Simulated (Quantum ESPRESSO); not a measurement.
# PbS (Galena) (Fm-3m) in Quantum ESPRESSO: notebook, part 2 of 4

Quantum ESPRESSO 7.5.

## (3) Phonons, PBE

pw.in

```
&CONTROL
  calculation = 'scf'
  prefix = 'pwscf'
  outdir = './tmp'
  pseudo_dir = './pseudo'
  tprnfor = .true.
  tstress = .true.
  disk_io = 'low'
/
&SYSTEM
  ibrav = 0
  nat = 2
  ntyp = 2
  ecutwfc = 45
  ecutrho = 360
  nbnd = 16
  occupations = 'smearing'
  smearing = 'fd'
  degauss = 0.00367493
/
&ELECTRONS
  conv_thr = 4d-10
  electron_maxstep = 120
  mixing_beta = 0.5
/
ATOMIC_SPECIES
Pb   207.2000 pb_pbe_v1.uspp.F.UPF
S     32.0600 s_pbe_v1.4.uspp.F.UPF
CELL_PARAMETERS angstrom
   0.0000000000    2.9657500000    2.9657500000
   2.9657500000    0.0000000000    2.9657500000
   2.9657500000    2.9657500000    0.0000000000
ATOMIC_POSITIONS crystal
Pb     0.0000000000    0.0000000000    0.0000000000
S      0.5000000000    0.5000000000    0.5000000000
K_POINTS automatic
6 6 6 1 1 1
```

gamma.in

```
&CONTROL
  calculation = 'bands'
  prefix = 'pwscf'
  outdir = './tmp'
  pseudo_dir = './pseudo'
  disk_io = 'low'
  verbosity = 'high'
/
&SYSTEM
  ibrav = 0
  nat = 2
  ntyp = 2
  ecutwfc = 45
  ecutrho = 360
  nbnd = 16
  occupations = 'smearing'
  smearing = 'fd'
  degauss = 0.00367493
/
&ELECTRONS
  conv_thr = 1d-08
  electron_maxstep = 120
  mixing_beta = 0.5
  diago_full_acc = .true.
  startingwfc = 'random'
/
ATOMIC_SPECIES
Pb   207.2000 pb_pbe_v1.uspp.F.UPF
S     32.0600 s_pbe_v1.4.uspp.F.UPF
CELL_PARAMETERS angstrom
   0.0000000000    2.9657500000    2.9657500000
   2.9657500000    0.0000000000    2.9657500000
   2.9657500000    2.9657500000    0.0000000000
ATOMIC_POSITIONS crystal
Pb     0.0000000000    0.0000000000    0.0000000000
S      0.5000000000    0.5000000000    0.5000000000
K_POINTS crystal
1
0.0 0.0 0.0 1
```

scf2.in

```
&CONTROL
  calculation = 'scf'
  prefix = 'pwscf'
  outdir = './tmp'
  pseudo_dir = './pseudo'
  tprnfor = .true.
  tstress = .true.
  disk_io = 'low'
/
&SYSTEM
  ibrav = 0
  nat = 2
  ntyp = 2
  ecutwfc = 45
  ecutrho = 360
  nbnd = 16
  occupations = 'fixed'
/
&ELECTRONS
  conv_thr = 1d-13
  electron_maxstep = 120
  mixing_beta = 0.5
  startingpot = 'file'
/
ATOMIC_SPECIES
Pb   207.2000 pb_pbe_v1.uspp.F.UPF
S     32.0600 s_pbe_v1.4.uspp.F.UPF
CELL_PARAMETERS angstrom
   0.0000000000    2.9657500000    2.9657500000
   2.9657500000    0.0000000000    2.9657500000
   2.9657500000    2.9657500000    0.0000000000
ATOMIC_POSITIONS crystal
Pb     0.0000000000    0.0000000000    0.0000000000
S      0.5000000000    0.5000000000    0.5000000000
K_POINTS automatic
6 6 6 1 1 1
```

ph.in

```
phonons of PbS
&INPUTPH
  prefix = 'pwscf'
  outdir = './tmp'
  tr2_ph = 1d-18
  fildyn = 'dyn'
  niter_ph = 90
  alpha_mix(1) = 0.7
  epsil = .true.
/
0.0000000000 0.0000000000 0.0000000000
```

dynmat.in

```
&INPUT
  fildyn = 'dyn'
  asr = 'crystal'
  lperm = .true.
  filout = 'dynmat.disp'
  fileig = 'dynmat.eig'
/
```

dynmat_lo.in

```
&INPUT
  fildyn = 'dyn'
  asr = 'crystal'
  filout = 'dynmat_lo.disp'
  fileig = 'dynmat_lo.eig'
  q(1) = 0
  q(2) = 0
  q(3) = 1
/
```

Potentials or basis: GBRV 1.5 PBE.

On the command line:

```sh
$ OMP_NUM_THREADS=1 mpirun -n 4 pw.x -nk 4 -in pw.in > pw.out
$ OMP_NUM_THREADS=1 mpirun -n 4 pw.x -in gamma.in > gamma.out
$ OMP_NUM_THREADS=1 mpirun -n 4 pw.x -nk 4 -in scf2.in > scf2.out
$ OMP_NUM_THREADS=1 mpirun -n 4 ph.x -nk 4 -in ph.in > ph.out
$ OMP_NUM_THREADS=1 mpirun -n 1 dynmat.x -in dynmat.in > dynmat.out
$ OMP_NUM_THREADS=1 mpirun -n 1 dynmat.x -in dynmat_lo.in > dynmat_lo.out
```

pw.out:

```text
This program is part of the open-source Quantum ESPRESSO suite
     for quantum simulation of materials; please cite
[... 6 lines left out ...]
     using ibrav=0 with symmetry is DISCOURAGED, use correct ibrav instead

     K-points division:     npool     =       4
     Subspace diagonalization in iterative solution of the eigenvalue problem:
     a serial algorithm will be used

     G-vector sticks info
     --------------------
     sticks:   dense  smooth     PW     G-vecs:    dense   smooth      PW
     Sum        1555     769    241                40677    14331    2445

     Using Slab Decomposition

     bravais-lattice index     =            0
     lattice parameter (alat)  =       7.9259  a.u.
     unit-cell volume          =     352.0710 (a.u.)^3
     number of atoms/cell      =            2
     number of atomic types    =            2
     number of electrons       =        20.00
     number of Kohn-Sham states=           16
     kinetic-energy cutoff     =      45.0000  Ry
     charge density cutoff     =     360.0000  Ry
     scf convergence threshold =      4.0E-10
     mixing beta               =       0.5000
     number of iterations used =            8  plain     mixing
     Exchange-correlation=  SLA  PW   PBX  PBC
                           (   1   4   3   4   0   0   0)

     celldm(1)=   7.925897  celldm(2)=   0.000000  celldm(3)=   0.000000
     celldm(4)=   0.000000  celldm(5)=   0.000000  celldm(6)=   0.000000

     crystal axes: (cart. coord. in units of alat)
               a(1) = (   0.000000   0.707107   0.707107 )
               a(2) = (   0.707107   0.000000   0.707107 )
               a(3) = (   0.707107   0.707107   0.000000 )

     reciprocal axes: (cart. coord. in units 2 pi/alat)
               b(1) = ( -0.707107  0.707107  0.707107 )
               b(2) = (  0.707107 -0.707107  0.707107 )
               b(3) = (  0.707107  0.707107 -0.707107 )

     PseudoPot. # 1 for Pb read from file:
     pb_pbe_v1.uspp.F.UPF
     Pseudo is Ultrasoft + core correction, Zval = 14.0
     Generated by new atomic code, or converted to UPF format
     Using radial grid of  899 points,  6 beta functions with:
                l(1) =   0
                l(2) =   0
                l(3) =   1
                l(4) =   1
                l(5) =   2
                l(6) =   2
     Q(r) pseudized with  6 coefficients,  rinner =    1.000   1.000   1.000
                                                       1.000   1.000

     PseudoPot. # 2 for S  read from file:
     s_pbe_v1.4.uspp.F.UPF
     Pseudo is Ultrasoft + core correction, Zval =  6.0
     Generated by new atomic code, or converted to UPF format
     Using radial grid of  907 points,  6 beta functions with:
                l(1) =   0
                l(2) =   0
                l(3) =   1
                l(4) =   1
                l(5) =   2
                l(6) =   2
     Q(r) pseudized with  8 coefficients,  rinner =    1.300   1.300   1.300
                                                       1.300   1.300

     atomic species   valence    mass     pseudopotential
     Pb               14.00   207.20000     Pb( 1.00)
     S                 6.00    32.06000     S ( 1.00)

     48 Sym. Ops., with inversion, found

   Cartesian axes

     site n.     atom                  positions (alat units)
         1        Pb     tau(   1) = (   0.0000000   0.0000000   0.0000000  )
         2        S      tau(   2) = (   0.7071068   0.7071068   0.7071068  )

     number of k points=    28  Fermi-Dirac smearing, width (Ry)=  0.0037
                       cart. coord. in units 2pi/alat
        k(    1) = (   0.0589256   0.0589256   0.0589256), wk =   0.0185185
        k(    2) = (   0.1767767   0.1767767  -0.0589256), wk =   0.0555556
        k(    3) = (   0.2946278   0.2946278  -0.1767767), wk =   0.0555556
        k(    4) = (  -0.2946278  -0.2946278   0.4124790), wk =   0.0555556
        k(    5) = (  -0.1767767  -0.1767767   0.2946278), wk =   0.0555556
        k(    6) = (  -0.0589256  -0.0589256   0.1767767), wk =   0.0555556
[... 20 lines left out ...]
        k(   27) = (   0.2946278   0.2946278   0.2946278), wk =   0.0185185
        k(   28) = (  -0.2946278  -0.2946278   0.8838835), wk =   0.0555556

     Dense  grid:    40677 G-vectors     FFT dimensions: (  48,  48,  48)

     Smooth grid:    14331 G-vectors     FFT dimensions: (  36,  36,  36)

     Check: negative core charge=   -0.000002

     Initial potential from superposition of free atoms

     starting charge      19.9976, renormalised to      20.0000

     negative rho (up, down):  1.535E-02 0.000E+00
     Starting wfcs are   13 randomized atomic wfcs +    3 random wfcs

     Self-consistent Calculation

     iteration #  1     ecut=    45.00 Ry     beta= 0.50
     Davidson diagonalization with overlap
     ethr =  1.00E-02,  avg # of iterations =  5.4

     Threshold (ethr) on eigenvalues was too large:
     Diagonalizing with lowered threshold

     Davidson diagonalization with overlap
     ethr =  6.45E-04,  avg # of iterations =  1.5

     negative rho (up, down):  1.439E-02 0.000E+00
[... 28 lines left out ...]
     total energy              =    -188.33502365 Ry
     estimated scf accuracy    <       0.00000972 Ry

     iteration #  5     ecut=    45.00 Ry     beta= 0.50
     Davidson diagonalization with overlap
     c_bands:  2 eigenvalues not converged
     c_bands:  2 eigenvalues not converged
     ethr =  4.86E-08,  avg # of iterations = 14.2

     negative rho (up, down):  1.466E-02 0.000E+00

     total energy              =    -188.33505541 Ry
     estimated scf accuracy    <       0.00000317 Ry
[... 28 lines left out ...]
     iteration #  9     ecut=    45.00 Ry     beta= 0.50
     Davidson diagonalization with overlap
     ethr =  1.90E-11,  avg # of iterations =  2.4

     negative rho (up, down):  1.473E-02 0.000E+00

     End of self-consistent calculation

          k = 0.0589 0.0589 0.0589 (  1816 PWs)   bands (ev):

    -8.2000  -8.1985  -8.1985  -8.1835  -8.1835  -4.9047   2.3769   6.4778
     6.4778   6.6221  13.1743  13.4364  13.4364  15.3373  15.5207  15.5207

          k = 0.1768 0.1768-0.0589 (  1804 PWs)   bands (ev):

    -8.1995  -8.1980  -8.1972  -8.1860  -8.1741  -4.5990   1.5499   6.1307
     6.7524   7.4103  11.2717  11.9428  12.8619  15.5347  15.8239  16.7992

          k = 0.2946 0.2946-0.1768 (  1803 PWs)   bands (ev):

    -8.2140  -8.2105  -8.1959  -8.1633  -8.1583  -3.9877   0.3300   6.1544
     6.8870   8.1555   9.6666  10.8360  11.7959  16.1963  16.9927  17.1684

          k =-0.2946-0.2946 0.4125 (  1790 PWs)   bands (ev):
[... 16 lines left out ...]
    -8.2201  -8.2077  -8.1841  -8.1787  -8.1690  -4.4411   1.4681   6.0150
     6.0488   7.4876  10.6723  12.9636  13.2095  14.1375  16.9716  17.4798

          k = 0.4125 0.1768-0.0589 (  1794 PWs)   bands (ev):

    -8.2486  -8.2055  -8.1866  -8.1653  -8.1557  -3.9299   0.7980   5.4427
     6.0138   6.8883  11.0592  12.2547  12.7862  14.7866  16.9836  18.4546

          k =-0.1768-0.4125 0.5303 (  1794 PWs)   bands (ev):
[... 6 lines left out ...]
    -8.2387  -8.1987  -8.1908  -8.1674  -8.1603  -3.7548   0.4257   5.0525
     6.3196   7.7179  10.1901  11.4824  12.8050  16.1232  16.9856  17.9908

          k = 0.0589-0.1768 0.2946 (  1804 PWs)   bands (ev):

    -8.2153  -8.2009  -8.1941  -8.1783  -8.1648  -4.3126   1.0913   5.8051
     6.6091   7.7168  10.3812  11.8359  12.7467  15.1051  16.9553  17.0440

          k = 0.5303 0.0589 0.0589 (  1776 PWs)   bands (ev):
[... 6 lines left out ...]
    -8.3107  -8.2122  -8.1694  -8.1529  -8.1417  -3.3077   0.9124   3.8146
     5.0196   6.2189  12.3603  12.9257  13.7933  14.8401  16.9858  19.0702

          k = 0.0589-0.4125 0.5303 (  1793 PWs)   bands (ev):

    -8.2729  -8.1922  -8.1832  -8.1722  -8.1495  -3.3773   0.3876   4.3183
     5.4758   7.2287  10.8427  12.4212  13.2734  16.0753  16.9873  17.5076

          k = 0.1768-0.2946 0.4125 (  1793 PWs)   bands (ev):

    -8.2312  -8.2059  -8.1923  -8.1646  -8.1528  -3.7275   0.1230   5.7832
     6.4428   7.7710   9.9067  11.2295  12.0829  16.2009  16.9913  18.1068

          k =-0.6482 0.0589 0.0589 (  1778 PWs)   bands (ev):

    -8.3281  -8.2225  -8.1599  -8.1427  -8.1413  -3.3253   1.2533   3.6423
     5.2685   5.3462  12.5456  13.9379  14.0342  14.2631  16.9845  19.8706

          k =-0.5303 0.1768-0.0589 (  1791 PWs)   bands (ev):

    -8.2860  -8.2097  -8.1771  -8.1552  -8.1479  -3.5488   0.7607   4.7538
     5.1955   6.4004  11.9453  12.8457  13.0873  14.7626  16.9852  19.2838

          k =-0.4125 0.0589 0.0589 (  1792 PWs)   bands (ev):

    -8.2594  -8.2140  -8.1736  -8.1639  -8.1578  -4.0264   1.1525   5.6611
     5.6900   6.2903  11.5564  12.9018  13.4288  13.8902  16.9801  18.6978

          k = 0.1768 0.1768 0.1768 (  1811 PWs)   bands (ev):
[... 31 lines left out ...]
    -8.2906  -8.1944  -8.1815  -8.1711  -8.1417  -3.2890   0.6320   4.1484
     4.5915   7.3591  11.0150  13.0387  13.4201  16.0083  16.9858  17.4826

          k =-0.7660 0.1768 0.1768 (  1791 PWs)   bands (ev):

    -8.2938  -8.2032  -8.1769  -8.1573  -8.1474  -3.3263   0.6089   3.9877
     5.7097   6.1744  11.9034  12.7156  13.5805  14.8756  16.9870  18.9035

          k = 0.2946 0.2946 0.2946 (  1802 PWs)   bands (ev):
[... 6 lines left out ...]
    -8.2373  -8.2046  -8.1897  -8.1640  -8.1535  -3.5933   0.0159   5.4420
     6.5212   7.5440  10.1004  11.1523  12.3108  16.8131  17.0038  17.9875

     the Fermi energy is     8.8494 ev

!    total energy              =    -188.33505606 Ry
     estimated scf accuracy    <          7.0E-11 Ry
     smearing contrib. (-TS)   =      -0.00000005 Ry
     internal energy E=F+TS    =    -188.33505602 Ry

     The total energy is F=E-TS. E is the sum of the following terms:
     one-electron contribution =     -36.79081812 Ry
     hartree contribution      =      31.52492457 Ry
     xc contribution           =     -71.83951842 Ry
     ewald contribution        =    -111.22964404 Ry

     convergence has been achieved in   9 iterations

     negative rho (up, down):  1.473E-02 0.000E+00

     Forces acting on atoms (cartesian axes, Ry/au):

     atom    1 type  1   force =    -0.00000000   -0.00000000    0.00000000
     atom    2 type  2   force =     0.00000000   -0.00000000   -0.00000000

     Total force =     0.000000     Total SCF correction =     0.000000

     Computing stress (Cartesian axis) and pressure

     negative rho (up, down):  1.473E-02 0.000E+00
          total   stress  (Ry/bohr**3)                   (kbar)     P=       20.39
   0.00013859   0.00000000   0.00000000           20.39        0.00        0.00
   0.00000000   0.00013859   0.00000000            0.00       20.39        0.00
   0.00000000   0.00000000   0.00013859            0.00        0.00       20.39

=------------------------------------------------------------------------------=
   JOB DONE.
=------------------------------------------------------------------------------=
```

Run time: 2.8 min. Hardware: 4 MPI ranks of Arm Neoverse V1, shared host; peak memory 0.52 GiB.

What came out:

```yaml
Free_energy: -2562.4290 eV
Pressure_after_relaxing: 2.0 GPa
Electronic_dielectric_tensor_diagonal: 15.70
Born_charges_mean_of_the_diagonal: Pb +4.50; S -4.47 e
Highest_phonon_frequency_at_Γ_LO-TO_splitting_left_out: 74 cm⁻¹
Static_dielectric_tensor_diagonal: 140.40
```

Phonon frequencies in cm⁻¹ (negative: imaginary):
```tsv
q point	frequencies
(0.000, 0.000, 0.000)	-2 -2 -2 74 74 74
```

Electronic dielectric tensor:
```
15.70  0.00  0.00
 0.00 15.70  0.00
 0.00  0.00 15.70
```

Born effective charge tensors (e):
atom 1, Pb
```
4.50 0.00 0.00
0.00 4.50 0.00
0.00 0.00 4.50
```
atom 2, S
```
-4.47  0.00  0.00
 0.00 -4.47  0.00
 0.00  0.00 -4.47
```

Optical modes at Γ, degenerate ones joined, polar ones without the macroscopic field:
| cm⁻¹ | components | symmetry | active in | IR intensity, summed ((D/Å)²/amu) |
| --- | --- | --- | --- | --- |
| 74 | 3 | T1u | IR | 50.17 |

Zone-centre frequencies without and with the macroscopic field along z (cm⁻¹):
|  | optical modes in rising order |
| --- | --- |
| without | 74 74 74 |
| with the field | 74 74 221 |

Static dielectric tensor, electrons and zone-centre modes:
```
140.40   0.00   0.00
  0.00 140.40   0.00
  0.00   0.00 140.40
```

The run has no spin-orbit coupling, so splittings on Pb are missing.

(Continued in part 3 of 4.)
